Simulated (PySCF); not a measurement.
**Which functional comes closest?**

Molecule: `C1CCNC1`, C₄H₉N.

Molfile (atoms numbered from 1):
```
C4H9N
     RDKit          3D

 14 14  0  0  0  0  0  0  0  0999 V2000
   -0.0855   -1.1805   -0.0215 C   0  0  0  0  0  0  0  0  0  0  0  0
    1.1434   -0.2580    0.1256 C   0  0  0  0  0  0  0  0  0  0  0  0
    0.5323    1.1506    0.2722 C   0  0  0  0  0  0  0  0  0  0  0  0
   -0.7675    1.1114   -0.3759 N   0  0  0  0  0  0  0  0  0  0  0  0
   -1.2866   -0.2055   -0.0415 C   0  0  0  0  0  0  0  0  0  0  0  0
   -0.0328   -1.7631   -0.9542 H   0  0  0  0  0  0  0  0  0  0  0  0
   -0.1656   -1.9077    0.8009 H   0  0  0  0  0  0  0  0  0  0  0  0
    1.7771   -0.3069   -0.7741 H   0  0  0  0  0  0  0  0  0  0  0  0
    1.7824   -0.5308    0.9791 H   0  0  0  0  0  0  0  0  0  0  0  0
    0.3849    1.3871    1.3413 H   0  0  0  0  0  0  0  0  0  0  0  0
    1.1611    1.9498   -0.1478 H   0  0  0  0  0  0  0  0  0  0  0  0
   -0.6351    1.1693   -1.3847 H   0  0  0  0  0  0  0  0  0  0  0  0
   -2.0837   -0.5025   -0.7388 H   0  0  0  0  0  0  0  0  0  0  0  0
   -1.7440   -0.1572    0.9625 H   0  0  0  0  0  0  0  0  0  0  0  0
  1  2  1  0
  2  3  1  0
  3  4  1  0
  4  5  1  0
  5  1  1  0
  1  6  1  0
  1  7  1  0
  2  8  1  0
  2  9  1  0
  3 10  1  0
  3 11  1  0
  4 12  1  0
  5 13  1  0
  5 14  1  0
M  END
```

Geometry PBE0-D3(BJ)/def2-SVP throughout; GIAO in PySCF, gas phase, one conformer, non-relativistic; equivalent atoms averaged; basis pcSseg-1.

Reference values (measured; solution, C6D6, 298 K; Fulmer et al., Organometallics 2010, 29, 2176): δ(H10/H11/H13/H14) = 2.54 ppm, δ(H6/H7/H8/H9) = 1.33 ppm, δ(C3/C5) = 46.9 ppm, δ(C1/C2) = 25.6 ppm. Computed shifts are taken against TMS, calculated as an isolated molecule at each level.

How do the functionals HF, LDA, PBE, BLYP, BP86, OPBE, KT2, KT3, B97-D, B3LYP, PBE0, mPW1PW91, WP04, B97-2, BHandHLYP, CAM-B3LYP, wB97X-D, LC-wPBE perform against the reference? Times are CPU seconds on shared hosts with different chips, so compare them loosely; the GGAs took longer than the global hybrids here, which isn't the general rule, and the cause wasn't traced.

## Answers


```csv
functional,kind,H10/H11/H13/H14,H6/H7/H8/H9,C3/C5,C1/C2,mean abs. error H,mean abs. error C,core-s
HF,Hartree–Fock,2.43,1.28,44.8,24.1,0.08,1.8,3.8
LDA,LDA,2.83,1.46,53.8,27.2,0.21,4.2,13
PBE,GGA,2.76,1.44,53.3,28.1,0.16,4.4,15
BLYP,GGA,2.77,1.44,54.6,28.9,0.17,5.5,16
BP86,GGA,2.76,1.44,53.4,28.2,0.16,4.5,14
OPBE,GGA,2.72,1.46,51.0,27.8,0.16,3.2,15
KT2,GGA,2.74,1.41,52.2,27.3,0.14,3.5,16
KT3,GGA,2.71,1.42,51.9,28.1,0.13,3.8,15
B97-D,GGA,2.75,1.45,52.8,28.4,0.16,4.3,15
B3LYP,global hybrid,2.68,1.41,52.4,28.0,0.11,3.9,8.8
PBE0,global hybrid,2.66,1.40,50.9,27.1,0.09,2.8,9.4
mPW1PW91,global hybrid,2.65,1.40,50.9,27.3,0.09,2.8,8.9
WP04,global hybrid,2.54,1.39,53.3,30.3,0.03,5.5,8.1
B97-2,global hybrid,2.65,1.41,50.8,27.4,0.09,2.8,8.2
BHandHLYP,global hybrid,2.57,1.36,49.6,26.6,0.03,1.9,7.6
CAM-B3LYP,range-separated hybrid,2.65,1.40,51.1,27.1,0.09,2.9,11
wB97X-D,range-separated hybrid,2.62,1.39,50.6,27.1,0.07,2.6,11
LC-wPBE,range-separated hybrid,2.58,1.38,48.7,25.9,0.04,1.1,17
```

For 1H the closest is WP04 (0.03 ppm, with BHandHLYP, LC-wPBE practically level) and the furthest LDA (0.21 ppm).

For 13C the closest is LC-wPBE (1.1 ppm) and the furthest WP04 (5.5 ppm). One molecule is a small sample, and vibrational and solvent effects are absent from the calculation.
